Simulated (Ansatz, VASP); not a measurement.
**MgO in VASP and in Ansatz**

INCAR

```
SYSTEM = MgO
PREC = Accurate ; ENCUT = 520
EDIFF = 1E-6 ; ISMEAR = 0
SIGMA = 0.1 ; LREAL = .False.
LASPH = .True. ; NELM = 80
ALGO = Normal ; ISIF = 2
LWAVE = .False. ; LCHARG = .False.
GGA = PE ; NBANDS = 21
```

KPOINTS

```
regular mesh
0
Gamma
  6 4 6
  0 0 0
```

The input POSCAR:

```
MgO
1.0
    3.3003736000      0.0000000000      0.0000000000
    0.0000000000      5.2811675100      0.0000000000
    0.0000000000      0.0000000000      3.3003736000
Mg O
3 3
Direct
    0.0000000000      0.7500000000      0.0000000000
    0.6566823100      0.5000000000      0.2368163300
    0.3433176900      0.5000000000      0.7631836700
    0.0000000000      0.2500000000      0.0000000000
    0.7631836700      0.0000000000      0.6566823100
    0.2368163300      0.0000000000      0.3433176900
```

Input for Ansatz:

```yaml
crystal:
  lattice:
    - [3.3003736, 0.0, 0.0]
    - [0.0, 5.28116751, 0.0]
    - [0.0, 0.0, 3.3003736]
  atoms:
    - { symbol: Mg, position: [0.0, 0.75, 0.0] }
    - { symbol: Mg, position: [0.65668231, 0.5, 0.23681633] }
    - { symbol: Mg, position: [0.34331769, 0.5, 0.76318367] }
    - { symbol: O, position: [0.0, 0.25, 0.0] }
    - { symbol: O, position: [0.76318367, 0.0, 0.65668231] }
    - { symbol: O, position: [0.23681633, 0.0, 0.34331769] }
basis:
  ecutwfc: 420
kpoints:
  mp_grid: { grid: [6, 4, 6] }
hamiltonian:
  xc: pbe
scf:
  occupations: { method: gaussian, width: 0.1 }
  lower_state_search: "off"
output:
  forces: true
  stress: true
  eigenvalues: true
```

Alike in both runs: task single point; functional PBE; k mesh 6 × 4 × 6; occupations gaussian, width 0.1 eV; no spin polarisation.

|  | VASP | Ansatz |
| --- | --- | --- |
| version | VASP 6.6.1 | Ansatz 0.2.0 |
| potentials or method | VASP PAW PBE potentials, release 64 (Mg, O) | scalar-relativistic, plane waves, PAW |
| plane-wave cutoff (eV) | 520 | 420 |
| valence electrons in the cell | 24 | 48 |

|  | VASP | Ansatz | Ansatz less VASP |
| --- | --- | --- | --- |
| gap on the k mesh at the Fermi level (eV) | none | none | - |
| rms of the force components (eV/Å) | 4.300 | 4.328 | +0.0277 |

Atom by atom the forces differ by 0.048 eV/Å (rms over components). A gap of «none» marks a metal or a gap that the smearing closes. The two sets of potentials don't hold the same shells in valence.

Caveats: forces of over 1 eV/Å show positions far from the minimum, so gaps and moduli don't describe the material at rest.
